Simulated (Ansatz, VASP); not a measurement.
# One calculation of Bi, two programs

```xyz
2
Lattice="4.5390 0.0000 0.0000 -2.2695 3.9309 0.0000 0.0000 0.0000 11.5924" Properties=species:S:1:pos:R:3 pbc="T T T"
Bi    0.0000    2.6206    2.8981
Bi    2.2695    1.3103    8.6943
```

Change from the starting cell: zz strain of -2 %.

Alike in both runs: task single point; functional PBEsol; k mesh 9 × 9 × 3; occupations fermi-dirac, width 0.08 eV; no spin polarisation.

|  | VASP | Ansatz |
| --- | --- | --- |
| version | VASP 6.6.1 | Ansatz 0.2.0 |
| potentials or method | VASP PAW PBE potentials, release 64 (Bi_d), cutoff 520 eV | all-electron LAPW, scalar-relativistic |

|  | VASP | Ansatz | Ansatz less VASP |
| --- | --- | --- | --- |
| pressure (GPa) | -3.6 | -3.5 | +0.02 |
| largest component of the traceless stress (GPa) | 3.07 | 3.08 | +0.002 |

Ansatz ran all-electron here, so the differences hold the error of VASP's frozen core and of both bases.

Caveats: the PAW data sets were made with another functional, which shifts forces and pressure a little (VASP).
